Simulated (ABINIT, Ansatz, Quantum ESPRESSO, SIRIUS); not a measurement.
## FeO: 4 runs at one level of theory

```
Fe O
1.0
     2.61247    0.00000    0.00000
     0.00000    2.61247    0.00000
     0.00000    0.00000    2.61247
Fe O
1 1
Cartesian
  0.0000 0.0000 0.0000
  1.3062 1.3062 1.3062
```

The cell comes from a database or a generator and needn't be the stable form of this composition.

Alike in all runs: task single point; functional PBE; k mesh 10 × 10 × 10; occupations fermi-dirac, width 0.05 eV; collinear spin, ferromagnetic start; no spin-orbit coupling. A missing gap at this level doesn't show that the real crystal is a metal. Pressure is positive in compression and, in plane waves, holds the error of the finite cutoff, which Ansatz's Pulay term estimates and takes out.

```tsv
program and potentials	plane-wave cutoff (eV)	notes	band gap (eV)	pressure (GPa)	net moment per atom (μB)
Ansatz, Ansatz PAW	420	Pulay term of +0.76 GPa included	no gap	9.32	2.00
SIRIUS, all-electron FP-LAPW, apw+lo standard	-	-	no gap	-	2.00
Quantum ESPRESSO, SSSP 1.3 efficiency PBE	871	-	no gap	8.15	2.00
ABINIT, JTH PAW PBE v2.0	707	-	?	?	?
```

Q: Estimate from the other rows what the run with ABINIT, JTH PAW PBE v2.0 gave.

A: No band gap; pressure 8.61 GPa; net moment per atom 2.00 μB. The other rows, which needn't bracket it: pressure 8.15 to 9.32; net moment per atom 2.00.
